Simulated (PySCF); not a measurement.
## Continuum solvent and chemical shifts

Mapped SMILES: `[CH:1]1=[CH:2][CH2:3][CH2:4]1`. Hydrogens are named by the atom that carries them.

GIAO PBE0/pcSseg-1 in PySCF 2.14.0 with density-fitted response routines on one PBE0-D3(BJ)/def2-SVP conformer, non-relativistic, equivalent nuclei averaged. Solvents enter as an IEF-PCM continuum (chloroform with ε = 4.7, acetonitrile with ε = 35.7) around the gas-phase geometry. Shifts are referred to TMS computed in the same medium.

Gas phase, δ in ppm: C1/C2 146.7, C3/C4 33.5, H(C1)/H(C2) 6.26, H(C3)/H(C4) 2.62. Dipole moment 0.19 D.

Problem. How does each δ change in the continuum?

Solution. 
```
      atoms                     environment  Δδ, chloroform  Δδ, acetonitrile
      C1/C2                       alkene CH            +1.4              +1.9
      C3/C4                 allylic sp3 CH2            +0.6              +0.8
H(C1)/H(C2)        hydrogen on an alkene CH           +0.10             +0.14
H(C3)/H(C4)  hydrogen on an allylic sp3 CH2           +0.04             +0.06
```

Changes are relative to the gas phase. The dipole moment becomes 0.26 D in chloroform, 0.29 D in acetonitrile.

Problem. Which nuclei move most (in ppm), and what does the model miss?

Solution. C1/C2 (alkene CH, +1.9 ppm) in acetonitrile. A continuum only polarises the solute; specific hydrogen bonds, the anisotropy of aromatic solvents and changes of geometry or conformer are outside it.
